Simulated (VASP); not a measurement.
A run of VASP 6.6.1 is set up as follows.

File INCAR:

```
  PREC = Accurate
  ENCUT = 600
  EDIFF = 1E-6
  ISMEAR = -1
  SIGMA = 0.05
  LREAL = False
  LASPH = True
  NELM = 80
  ALGO = Fast
  ISIF = 3
  LWAVE = False
  LCHARG = False
  GGA = PE
  IBRION = 2
  NSW = 60
  EDIFFG = -0.01
  PSTRESS = 200
```

Contents of KPOINTS:

```
regular mesh
0
Gamma
  8 8 8
```

The input POSCAR:

```
CdSe
1.0
    3.5568600000      0.0000000000      0.0000000000
    0.0000000000      3.5568600000      0.0000000000
    0.0000000000      0.0000000000      3.5568600000
Cd Se
1 1
Direct
    0.5000000000      0.5000000000      0.5000000000
    0.0000000000      0.0000000000      0.0000000000
```

Potentials or basis: VASP PAW PBE potentials, release 64 (Cd, Se).

The run is started by

```sh
$ cat potpaw_PBE.64/Cd/POTCAR potpaw_PBE.64/Se/POTCAR > POTCAR
$ mpirun -np 1 vasp_std > vasp.out
```

Question: Predict the relaxed cell.

Answer: a = 3.320 Å, b = 3.320 Å, c = 3.320 Å, α = 90.00°, β = 90.00°, γ = 90.00°.

Question: What does it give for the relaxed volume?

Answer: 18.30 Å³/atom.

Question: Estimate the band gap on the k mesh.

Answer: None (metal or under the smearing width).

Question: What does it give for the space group after relaxing (to 0.05 Å)?

Answer: Pm-3m (No. 221).

Final structure:
```
CELL_PARAMETERS angstrom
3.32016 0.00000 0.00000
0.00000 3.32016 0.00000
0.00000 0.00000 3.32016
ATOMIC_POSITIONS crystal
Cd 0.50000 0.50000 0.50000
Se 0.00000 0.00000 0.00000
```

Caveat: the cell is relaxed towards a set pressure, so the enthalpy falls and the energy may rise; the volume moved by over 15 % at a fixed basis, so the end points are rough.
